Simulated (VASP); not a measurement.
Set up this calculation in VASP 6.6.1, as the native input.

```
Task                   : chemical shielding
Functional             : PBE
Potentials or basis    : VASP PAW PBE potentials, release 64 (W_sv, Si)
Cutoff                 : 520 eV
k mesh                 : 5 × 5 × 3
Occupations            : gaussian, width 0.02 eV
Spin                   : no spin polarisation
Further INCAR settings : ALGO = Normal; EDIFF = 1e-08
```

The structure of Si2W lies in POSCAR:

```
Si2W
1.0
    4.6168523821      0.0000000000      0.0000000000
   -2.3084261911      3.9983114484      0.0000000000
    0.0000000000      0.0000000000      6.6532220000
W Si
3 6
Direct
    0.5000000000      0.0000000000      0.5000000000
    0.5000000000      0.5000000000      0.8333333333
    0.0000000000      0.5000000000      0.1666666667
    0.3272520000      0.1636260000      0.1666666667
    0.8363740000      0.1636260000      0.8333333333
    0.1636260000      0.3272520000      0.5000000000
    0.6727480000      0.8363740000      0.1666666667
    0.1636260000      0.8363740000      0.8333333333
    0.8363740000      0.6727480000      0.5000000000
```

Measurements of this composition are mostly on another form, of space group No. 139.

These files were run (other wordings do the same):

INCAR

```
SYSTEM = Si2W
PREC = Accurate
ENCUT = 520
EDIFF = 1E-8
ISMEAR = 0
SIGMA = 0.02
LREAL = .False.
LASPH = .True.
NELM = 80
ALGO = Normal
ISIF = 2
LWAVE = .False.
LCHARG = .False.
GGA = PE
LCHIMAG = .True.
DQ = 0.001
ICHIBARE = 1
LNMR_SYM_RED = .True.
```

KPOINTS

```
Automatic mesh
0
Gamma
  5 5 3
  0 0 0
```

Potentials or basis: VASP PAW PBE potentials, release 64 (W_sv, Si).

Launch:

```bash
$ cat potpaw_PBE.64/W_sv/POTCAR potpaw_PBE.64/Si/POTCAR > POTCAR
$ mpirun -np 1 vasp_std > vasp.out
```

Run time: 25 min on 1 thread of AMD EPYC 9R45 96-Core Processor (Zen 5), with other jobs on the host, peak memory 0.5 GiB.
